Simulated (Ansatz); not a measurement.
input.yaml for InAs (Ansatz 0.2.0)

```yaml
crystal:
  lattice:
    - [0.0, 2.877304, 2.877304]
    - [2.877304, 0.0, 2.877304]
    - [2.877304, 2.877304, 0.0]
  atoms:
    - { symbol: In, position: [0.5, 0.5, 0.5] }
    - { symbol: As, position: [0.0, 0.0, 0.0] }
basis:
  ecutwfc: 420
kpoints:
  mp_grid: { grid: [2, 3, 1] }
hamiltonian:
  xc: pbe
scf:
  occupations: { method: gaussian, width: 0.1 }
  lower_state_search: "off"
  max_iter: 80
  convergence: { dr2_threshold: "1e-11 eV" }
output:
  forces: true
  stress: true
  eigenvalues: true
accuracy: high
```

Command:

```bash
ansatz run input.yaml --threads 1 --pin off --max-ram 1331MiB --backend cpu --events-out ev --progress --plain --runs-dir out
```

From the log (HF is the Harris–Foulkes energy, dr2 the density residual in eV):

```text
Warning: crystal.symmetry: narrowed to the stabiliser of the k-point mesh — unitary ops 48 → 4; excluded 44 operations that carry a point of the 2×3×1 mesh (shift [0, 0, 0]) off the mesh (the run samples exactly the mesh kpoints.mp_grid names, as under crystal.symmetry.detect: false, and its converged state has the mesh's symmetry, not the crystal's …
Pseudopotential: In, paw, valence charge 13, recommended cutoff 420 eV (normal)
Pseudopotential: As, paw, valence charge 15, recommended cutoff 420 eV (normal)
Crystal: 2 atoms, lattice volume = 47.642 Å³
Basis set: ecut = 420 eV, 941 PW (Γ), exchange–correlation on 64×64×64 points (8 copies of the dense FFT grid, shifted against one another)
Bands: 18, of which v1, the nominal top of the filled ones, is band 14 counted from 1 (13 counted from 0)
Symmetry: 4 space group operations
k-points: 4 of 6
Initial density: superposition of atomic densities, corrected by the library's trained network
SCF iter   1: HF=-10450.978171 eV  Δρ=1.46e-2  dr2=1.13e-1
SCF iter   2: HF=-10450.957926 eV  Δρ=6.69e-3  dr2=1.71e-2
SCF iter   3: HF=-10450.960239 eV  Δρ=2.92e-3  dr2=5.06e-3
SCF iter   4: HF=-10450.959910 eV  Δρ=1.38e-3  dr2=8.79e-4
   ...
SCF iter   9: HF=-10450.959905 eV  Δρ=7.66e-7  dr2=1.97e-10
SCF iter  10: HF=-10450.959905 eV  Δρ=2.05e-7  dr2=1.92e-11
SCF iter  11: F=-10450.959905 eV  HF=-10450.959905 eV  Δρ=2.82e-8  dr2=2.86e-13
SCF 1 converged in 11 iterations: F = -10450.959905 eV  dr2 = 2.86e-13
SCF converged after 11 iterations
Free energy (F): -10450.959905 eV
E sigma→0 (E₀):  -10450.940446 eV
Entropy (-TS):   -0.038919 eV (-19.459 meV/atom)
Fermi energy:    10.133090 eV
--- Forces (eV/Å), atoms counted from 1 ---
  atom   1  In     0.00000000     0.00000000     0.00000000
  atom   2  As    -0.00000000    -0.00000000     0.00000000
--- Stress (GPa, compression-positive) ---
       22.407217       2.234386      -1.459212
        2.234386      22.407217       1.459212
       -1.459212       1.459212       5.413633
  P = ⅓ Tr σ = 16.7427 GPa (167.427 kbar)
```

These settings were drawn at random to show what each does; none of the numbers is a converged property of the crystal.